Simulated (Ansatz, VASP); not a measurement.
Two plane-wave programs on ZnO

```xyz
2
Lattice="1.5078 0.8705 2.4621 -1.5078 0.8705 2.4621 0.0000 -1.7411 2.4621" Properties=species:S:1:pos:R:3 pbc="T T T"
Zn    0.0000    0.0000    0.0000
O     0.0000    0.0000    3.6931
```

Alike in both runs: functional r2SCAN; k mesh 12 × 12 × 12; occupations gaussian, width 0.1 eV; no spin polarisation.

Ansatz relaxed the structure, and its values are those at the end. VASP's run is a single point on that final structure, the one shown.

|  | VASP | Ansatz |
| --- | --- | --- |
| version | VASP 6.6.1 | Ansatz 0.2.0 |
| potentials or method | VASP PAW PBE potentials, release 64 (Zn, O) | scalar-relativistic, plane waves, PAW |
| plane-wave cutoff (eV) | 520 | 500 |
| valence electrons in the cell | 18 | 18 |

VASP gave:

| Property | Result |
| --- | --- |
| gap on the k mesh at the Fermi level (eV) | 1.56 |
| least direct gap on the mesh (eV) | 3.00 |
| pressure (GPa) | 1.9 |

Which values does Ansatz return?

gap on the k mesh at the Fermi level (eV): 1.58; least direct gap on the mesh (eV): 3.02; pressure (GPa): 0.4.

With one functional, cell and mesh, what is left measures potentials, basis and numerics.

Caveats: the PAW data sets were made with another functional, which shifts forces and pressure a little (VASP). A k mesh can miss the band edges.
